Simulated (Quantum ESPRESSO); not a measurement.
**Co under changes of volume**

One of the cells (10.688 Å³/atom); the others are scaled copies at fixed shape and fractional positions:

```xyz
4
Lattice="2.4706 0.0000 0.0000 -1.2353 2.1396 0.0000 0.0000 0.0000 8.0882" Properties=species:S:1:pos:R:3 pbc="T T T"
Co    1.2353    0.7132    6.0662
Co    0.0000    0.0000    4.0441
Co    0.0000    1.4264    2.0221
Co    0.0000    0.0000    0.0000
```

- Program: Quantum ESPRESSO 7.5
- Functional: PBE
- Potentials or basis: SSSP 1.3 efficiency PBE
- Cutoff: 748 eV
- Density cutoff: 5987 eV
- k mesh: 12 × 12 × 4
- Occupations: fermi-dirac, width 0.05 eV
- Spin: collinear spin, ferromagnetic start
- Starting moments: [2.0, 2.0, 2.0, 2.0] μB

```tsv
volume (Å³/atom)	energy over the lowest point (meV/atom)	pressure (GPa)	moment (μB per cell)
10.047	?	?	?
10.261	30.09	15.2	6.61
10.475	13.30	9.7	6.68
10.688	3.55	4.7	6.74
10.902	0.00	0.3	6.80
11.116	1.99	-3.6	6.85
11.330	9.04	-7.2	6.89
```

Question: What does the run at 10.047 Å³/atom give?

Answer: Energy over the lowest point 54.64 meV/atom; pressure 21.1 GPa; moment 6.51 μB per cell.

Worked out: A Birch-Murnaghan fit of order 3 (a polynomial in V^(-2/3)) to the other rows has its minimum at 10.93 Å³/atom with B0 = V·E''(V) = 211 GPa and B' = 4.7 at fixed shape and positions, which overstates the stiffness. It gives 54.69 meV/atom at 10.047 Å³/atom, against the run's 54.64, and -dE/dV = 21.6 GPa, against 21.1. A parabola through the other rows of the moment, of slope 0.375 μB per Å³/atom there, extrapolates to 6.53 μB, against the run's 6.51.

Energies are extrapolated to zero smearing.
